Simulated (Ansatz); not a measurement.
A run of Ansatz 0.2.0:

input.yaml

```yaml
crystal:
  lattice:
    - [2.4719999032, 0.0, 0.0]
    - [-1.2359999516, 2.1408147143, 0.0]
    - [0.0, 0.0, 4.02114408]
  atoms:
    - { symbol: Co, position: [0.6666666667, 0.3333333333, 0.75], spin: 2.0 }
    - { symbol: Co, position: [0.3333333333, 0.6666666667, 0.25], spin: 2.0 }
hamiltonian:
  xc: r2scan
  pseudopotentials: { kind: paw }
magnetization:
  spin_polarized: true
kpoints:
  mp_grid: { grid: [12, 12, 7] }
scf:
  occupations: { method: fermi_dirac, width: 0.05 }
output:
  forces: true
  stress: true
  eigenvalues: true
  write_density: true
  write_potential: true
  elf: true
  volumetric_format: npy
relax:
  f_tol: 0.01
  max_steps: 40
  cell: { stress_tol: 0.05, p_target: 30.0 }
```

Potentials or basis: Ansatz PAW.

Launch:

```bash
$ ansatz run input.yaml --threads 2 --pin off --max-ram 5632MiB --backend cpu --events-out ev --progress --plain --runs-dir out
```

Hardware: 2 threads of Arm Neoverse V2, with other jobs on the host.

Question: Estimate the wall time of this run.

Answer: Run time: 47 s on 2 threads of Arm Neoverse V2, with other jobs on the host, peak memory 0.42 GiB. Counts: scf iterations 96, plane waves 513, k points 76, bands 23, ion steps 9.
